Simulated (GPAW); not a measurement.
Runs of GPAW 26.7.0 on SnSe2. It takes space group P-3m1 (No. 164, trigonal). Conventional cell: a = 3.811 Å, b = 3.811 Å, c = 6.136 Å, α = 90.00°, β = 90.00°, γ = 120.00°. Around Sn (site symmetry -3m) lie 6 Se at 2.68 Å. Se (site symmetry 3m) is surrounded by 3 Sn at 2.68 Å. 

```csv
task,level,potentials or basis,spin,cell,k mesh,cutoff (eV),maxiter,optimizer,fmax,max steps,band path,mesh quality,gap on the mesh (eV),pressure (GPa),largest force (eV/Å)
relaxation of cell and atoms,SOGGA,"PAW data sets generated in the run's folder for this functional, pw",off,relaxed,6 × 6 × 3,600,150,BFGS,0.05 eV/Å,60,-,not flagged,0.62,-0.2,0.02
band structure,r4SCAN,"GPAW PAW data sets (gpaw-data 1.2.1), pw","SOC, no magnetisation",as given,6 × 6 × 3,600,150,-,-,-,"GMKGALHA,LM,KH",not flagged,0.96,3.3,0.48
band structure,TASK,"GPAW PAW data sets (gpaw-data 1.2.1), pw","SOC, no magnetisation",as given,6 × 6 × 3,600,150,-,-,-,"GMKGALHA,LM,KH",not flagged,1.44,8.4,0.37
single point,PBEsol0,"GPAW PAW data sets (gpaw-data 1.2.1), pw",off,as given,3 × 3 × 2,450,60,-,-,-,-,coarse,2.52,-,0.06
one-shot levels of the hybrid HSE06,LDA,"the program's PAW data sets (release 1.2.1) made for this functional, pw",off,as given,5 × 5 × 3,500,150,-,-,-,-,coarse,0.66,(c),0.40
single point,HSE06,"GPAW PAW data sets (gpaw-data 1.2.1), pw",off,as given,3 × 3 × 2,450,60,-,-,-,-,coarse,1.88,-,(a)
band structure,vdW-DF-cx,"GPAW PAW data sets (gpaw-data 1.2.1), pw","SOC, no magnetisation",as given,6 × 6 × 3,600,150,-,-,-,"GMKGALHA,LM,KH",not flagged,(b),-,0.81
```

Alike in all rows: smearing fermi-dirac 0.05 eV.

Problem. Fill in the values left out.

Solution. (a) 0.29; (b) 0.68; (c) 0.4.

Caveats: some runs use coarse meshes; the PAW data sets were made with another functional, which shifts forces and pressure a little (some runs); spin-orbit coupling is left out, which moves the levels of the heavy elements (some runs); an odd mesh through Γ misses points on the zone boundary, where band edges often lie (some runs); spin-orbit coupling was added after a scalar SCF, so levels and gaps hold it while energy, forces, pressure and moments don't (some runs); this program's spin-orbit splittings come out too wide for heavy elements (some runs); exact exchange converges slowly with the k mesh, and this mesh is small (some runs); later steps reuse the first step's grids (some runs).

A k mesh can miss the band edges, and rows without SOC leave out spin-orbit coupling on Se, Sn.

Runs at the PBE level aren't shown here.
